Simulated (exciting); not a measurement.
# PbSe (Clausthalite) (Fm-3m) in exciting: notebook, part 2 of 2

exciting (release sodium).

### 3 Single point, LDA-PZ

File input.xml:

```xml
<input>
  <title>PbSe</title>
  <structure speciespath="./" tshift="false" cartesian="true">
    <crystal scale="1.88972612463">
      <basevect>0.000000000000 3.060650000000 3.060650000000</basevect>
      <basevect>3.060650000000 0.000000000000 3.060650000000</basevect>
      <basevect>3.060650000000 3.060650000000 0.000000000000</basevect>
    </crystal>
    <species speciesfile="Pb.xml" rmt="2.07">
      <atom coord="0.000000000000 0.000000000000 0.000000000000"/>
    </species>
    <species speciesfile="Se.xml" rmt="1.8">
      <atom coord="5.783790263336 5.783790263336 5.783790263336"/>
    </species>
  </structure>
  <groundstate do="fromscratch" ngridk="8 8 8" rgkmax="9" gmaxvr="14" lmaxapw="10" lmaxmat="10" lmaxvr="8" xctype="LDA_PZ" stype="Fermi Dirac" swidth="0.00499791" nempty="10" ValenceRelativity="iora*" epsengy="1e-05" epspot="1e-05" maxscl="60" tforce="true" outputlevel="normal"/>
</input>
```

Potentials or basis: all-electron LAPW+lo, shipped species files, valence relativity iora*.

Started as:

```
OMP_NUM_THREADS=1 exciting_smp
```

INFO.OUT:

```text
================================================================================
EXCITING SODIUM started
[... 10 lines left out ...]

 Lattice vectors (cartesian) :
      0.0000000000      5.7837902633      5.7837902633
      5.7837902633      0.0000000000      5.7837902633
      5.7837902633      5.7837902633      0.0000000000

 Reciprocal lattice vectors (cartesian) :
     -0.5431719531      0.5431719531      0.5431719531
      0.5431719531     -0.5431719531      0.5431719531
      0.5431719531      0.5431719531     -0.5431719531

 Unit cell volume                           :     386.9613621295
 Brillouin zone volume                      :       0.6410206230

 Species :    1 (Pb)
     parameters loaded from                 :    Pb.xml
     name                                   :    lead
     nuclear charge                         :     -82.00000000
     electronic charge                      :      82.00000000
     atomic mass                            :  377702.49410000
     muffin-tin radius                      :       2.07000000
     # of radial points in muffin-tin       :     450

     atomic positions (cartesian) :
       1 :   0.00000000  0.00000000  0.00000000

 Species :    2 (Se)
     parameters loaded from                 :    Se.xml
     name                                   :    selenium
     nuclear charge                         :     -34.00000000
     electronic charge                      :      34.00000000
     atomic mass                            :  143935.27480000
     muffin-tin radius                      :       1.80000000
     # of radial points in muffin-tin       :     350

     atomic positions (cartesian) :
       1 :   5.78379026  5.78379026  5.78379026

 Total number of atoms per unit cell        :       2

 Spin treatment                             :    spin-unpolarised

[... 39 lines left out ...]
 Using multisecant Broyden potential mixing
[... 16 lines left out ...]
+ SCF iteration number :    1                                                  +
++++++++++++++++++++++++++++++++++++++++++++++++++++++++++++++++++++++++++++++++
 Total energy                               :    -23338.75171720
 _______________________________________________________________
 Fermi energy                               :         0.23039852
 Kinetic energy                             :     26838.24954076
 Coulomb energy                             :    -49713.17824719
 Exchange energy                            :      -452.11542059
 Correlation energy                         :       -11.70759018
[... 357 lines left out ...]
 RMS change in effective potential (target) :  0.505775E-08  ( 0.100000E-04)
 Absolute change in total energy   (target) :  0.540804E-05  ( 0.100000E-04)
 Charge distance                   (target) :  0.954975E-09  ( 0.100000E-04)
 Abs. change in max-nonIBS-force   (target) :   0.00000      ( 0.500000E-04)

++++++++++++++++++++++++++++++++++++++++++++++++++++++++++++++++++++++++++++++++
| Convergency criteria checked for the last 2 iterations                       +
| Convergence targets achieved. Performing final SCF iteration                 +
++++++++++++++++++++++++++++++++++++++++++++++++++++++++++++++++++++++++++++++++
 Total energy                               :    -23344.53989184
 _______________________________________________________________
 Fermi energy                               :         0.22718210
 Kinetic energy                             :     26833.40955010
 Coulomb energy                             :    -49714.13680275
 Exchange energy                            :      -452.10687952
 Correlation energy                         :       -11.70575967

 DOS at Fermi energy (states/Ha/cell)       :         2.08952344

 Electron charges :
     core                                   :        86.00000000
     core leakage                           :         0.03907271
     valence                                :        30.00000000
     interstitial                           :         7.22645202
     charge in muffin-tin spheres :
                  atom     1    Pb          :        78.27539811
                  atom     2    Se          :        30.49814988
     total charge in muffin-tins            :       108.77354798
     total charge                           :       116.00000000

++++++++++++++++++++++++++++++++++++++++++++++++++++++++++++++++++++++++++++++++
+ Self-consistent loop stopped                                                 +
++++++++++++++++++++++++++++++++++++++++++++++++++++++++++++++++++++++++++++++++
 STATE.OUT is written

--------------------------------------------------------------------------------
- Writing atomic positions and forces                                          -
--------------------------------------------------------------------------------

 Atomic positions (cartesian) :
 atom     1  Pb  :     0.00000000    0.00000000    0.00000000
 atom     2  Se  :     5.78379026    5.78379026    5.78379026

 Total atomic forces including IBS (cartesian) :
 atom     1  Pb  :    -0.00000000    0.00000000    0.00000000
 atom     2  Se  :     0.00000000   -0.00000000   -0.00000000

 Atomic force components including IBS (cartesian) :
 atom     1  Pb  :    -0.00000000   -0.00000000    0.00000000   HF force
                 :    -0.00000000   -0.00000000   -0.00000000   core correction
                 :    -0.00000000   -0.00000000   -0.00000000   IBS correction
 atom     2  Se  :     0.00000000    0.00000000   -0.00000000   HF force
                 :     0.00000000    0.00000000    0.00000000   core correction
                 :     0.00000000    0.00000000    0.00000000   IBS correction

********************************************************************************
[... 7 lines left out ...]
| EXCITING SODIUM stopped                                                      =
================================================================================
```

It took 7.4 min on 1 thread of Arm Neoverse V1, shared host; peak memory 0.18 GiB.

Results:

- Free energy: -635237.2974 eV
- All electrons inside the program's atomic spheres: Pb 78.28; Se 30.50 (radii Pb 2.07, Se 1.8 bohr)

Levels at points of the mesh, in eV from the Fermi level:
```tsv
k point	band 13	band 14	band 15	band 16	band 17	band 18
(0.00, 0.00, 0.00)	-1.97	-1.97	-1.97	4.48	4.48	4.48
(0.50, 0.00, 0.00)	-1.54	-1.54	-0.13	0.05	1.49	1.49
(0.50, 0.50, 0.00)	-5.11	-3.34	-3.34	3.54	5.39	5.39
```

Caveat: the log's total energy holds no entropy term; the free energy is that total less TS from the occupations. Spin-orbit coupling is left out, which matters for the levels of Pb.
